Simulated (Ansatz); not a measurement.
Relax this structure to zero stress and force, keeping its symmetry:

```
Zn
1.0
     2.26817   -1.30849    0.00000
     2.26817    1.30849    0.00000
    -1.59172    0.00000    7.30041
Zn
3
Cartesian
  0.0000 0.0000 0.0000
  -0.0523 0.0000 4.8584
  2.9969 0.0000 2.4420
```

All numbers below come from Ansatz, DFT PBE, scalar-relativistic, plane waves, PAW.

Settings: cutoff 420 eV, Γ-centred mesh 18×18×6 on the computed 3-atom cell, Gaussian smearing of 0.10 eV; no spin polarisation.

Q: What does it relax to?

A: The volume increases by 0.94 Å³/atom to 15.39 Å³/atom, and the energy falls by 13.6 meV/atom. Final structure:
```cif
data_structure
_symmetry_space_group_name_H-M 'C2/m'
_symmetry_Int_Tables_number 12
_cell_length_a 4.5583
_cell_length_b 2.6305
_cell_length_c 7.8457
_cell_angle_alpha 90.000
_cell_angle_beta 101.056
_cell_angle_gamma 90.000
_cell_volume 92.33
loop_
_atom_site_label
_atom_site_type_symbol
_atom_site_symmetry_multiplicity
_atom_site_Wyckoff_symbol
_atom_site_fract_x
_atom_site_fract_y
_atom_site_fract_z
_atom_site_occupancy
Zn1 Zn 2 a 0.00000 0.00000 0.00000 1
Zn2 Zn 4 i 0.72149 0.50000 0.66518 1
```

This form isn't the element's structure at ambient conditions.